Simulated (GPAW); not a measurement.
Ni in GPAW: convergence with k mesh

Input of the first run (k mesh 3 × 3 × 2); the others differ in this setting and in those tied to it:

Contents of run.py:

```python
import numpy as np
from ase.dft.bandgap import bandgap
from ase.io import write
from ase.spacegroup import crystal
from ase.units import GPa
from gpaw import GPAW, PW
from gpaw.hyperfine import hyperfine_parameters

# Ni 2c
atoms = crystal(['Ni'],
                basis=[[0.6666666667, 0.3333333333, 0.75]],
                spacegroup=194, setting=1,  # P6_3/mmc
                cellpar=[2.4480229, 2.4480229, 4.07280757, 90.0, 90.0, 120.0],
                primitive_cell=True)
atoms.set_initial_magnetic_moments([1.0, -1.0])

calc = GPAW(mode=PW(450),
            xc='PBE',
            kpts={'size': (3, 3, 2), 'gamma': True},
            occupations={'name': 'fermi-dirac', 'width': 0.05},
            nbands=29,
            convergence={'density': 1e-05, 'energy': 1e-05},
            maxiter=150,
            txt='gpaw.txt')
atoms.calc = calc
energy = atoms.get_potential_energy()
forces = atoms.get_forces()
stress = atoms.get_stress()
calc.write('gs.gpw')
write('result.traj', atoms)
print(f'Energy: {energy:.6f} eV')
print('Forces (eV/A):')
print(forces.round(4))
print('Stress (GPa):', (stress / GPa).round(3))
print('Moments:', calc.get_magnetic_moments().round(3))
print('Fermi level:', round(calc.get_fermi_level(), 4), 'eV')
print(f'Gap: {bandgap(calc)[0]:.4f} eV, direct: {bandgap(calc, direct=True)[0]:.4f} eV')

mu_N = 3.15245125e-8  # eV/T
for core in (False, True):
    try:
        A = hyperfine_parameters(calc, exclude_core=not core)
    except AssertionError:
        print('The core levels were not found')
        break
    for a, A_vv in zip(atoms, A):
        iso = np.trace(A_vv) / 3
        dip = np.linalg.eigvalsh(A_vv - iso * np.eye(3))
        print('with core' if core else 'valence', a.symbol, f'contact field {iso / (2 * mu_N):.3f} T, dipolar',
              *(dip / (2 * mu_N)).round(3), 'T')
```

Potentials or basis: GPAW PAW data sets (gpaw-data 1.2.1), pw.

Command:

```bash
$ OMP_NUM_THREADS=1 python run.py
```

This isn't the form of Ni at room conditions, which is fcc.

Hardware: 1 thread of Arm Neoverse V2, on a shared host.

| k mesh | energy less the tightest run, at zero smearing (meV/atom) | pressure (GPa) | largest site moment (μB) | SCF cycles | CPU time (s) | peak memory (GiB) |
| --- | --- | --- | --- | --- | --- | --- |
| 3 × 3 × 2 | 194.57 | 12.10 | 0.44 | 102 | 31 | 0.13 |
| 5 × 5 × 3 | 35.59 | 8.60 | 0.53 | 64 | 30 | 0.13 |
| 6 × 6 × 3 | -29.03 | 6.45 | 0.00 | 32 | 24 | 0.14 |
| 8 × 8 × 4 | 7.24 | 7.62 | 0.28 | 46 | 58 | 0.14 |
| 9 × 9 × 5 | -2.05 | 7.12 | 0.17 | 20 | 42 | 0.15 |
| 11 × 11 × 6 | 3.23 | 7.38 | 0.21 | 23 | 78 | 0.17 |
| 14 × 14 × 7 | 0.00 | 7.24 | 0.21 | 43 | 230 | 0.2 |

Against the tightest run, the largest site moment stays within 0.02 μB from 11 × 11 × 6 on. Not settled before the last step: the energy (to 1 meV/atom), the pressure (to 0.1 GPa). Meshes of other sizes hit other points, so gaps and Fermi surfaces needn't settle smoothly. The tightest run that finished is the yardstick and may itself not be fully converged.

Caveat, for the tightest run too: the cutoff is short for stress and forces, so pressures can be off by a GPa or more; the dipolar part lacks the spin inside other atoms' spheres; the stock nickel data set gives pressures a few GPa off other programs.
